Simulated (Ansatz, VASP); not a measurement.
CuH5: VASP beside Ansatz

```
Cu H
1.0
     0.00000    2.43012    2.43012
     2.43012    0.00000    2.43012
     2.43012    2.43012    0.00000
Cu H
1 5
Cartesian
  0.0000 0.0000 0.0000
  2.9191 2.9191 1.9411
  2.9191 1.9411 2.9191
  1.9411 2.9191 2.9191
  1.9411 1.9411 1.9411
  3.6452 3.6452 3.6452
```

Change from the starting cell: species swapped into the Be5Au type (F-43m, No. 216).

Alike in both runs: functional PBE; k mesh 14 × 14 × 14; occupations gaussian, width 0.1 eV; no spin polarisation.

Ansatz relaxed the structure, and its values are those at the end. VASP's run is a single point on that final structure, the one shown.

|  | VASP | Ansatz |
| --- | --- | --- |
| version | VASP 6.6.1 | Ansatz 0.2.0 |
| potentials or method | VASP PAW PBE potentials, release 64 (Cu, H) | scalar-relativistic, plane waves, PAW |
| plane-wave cutoff (eV) | 520 | 420 |
| valence electrons in the cell | 16 | 24 |

|  | VASP | Ansatz | Ansatz less VASP |
| --- | --- | --- | --- |
| gap on the k mesh at the Fermi level (eV) | none | none | - |
| pressure (GPa) | -0.1 | 0.0 | +0.17 |

A gap of «none» marks a metal or a gap that the smearing closes. The two sets of potentials don't hold the same shells in valence.
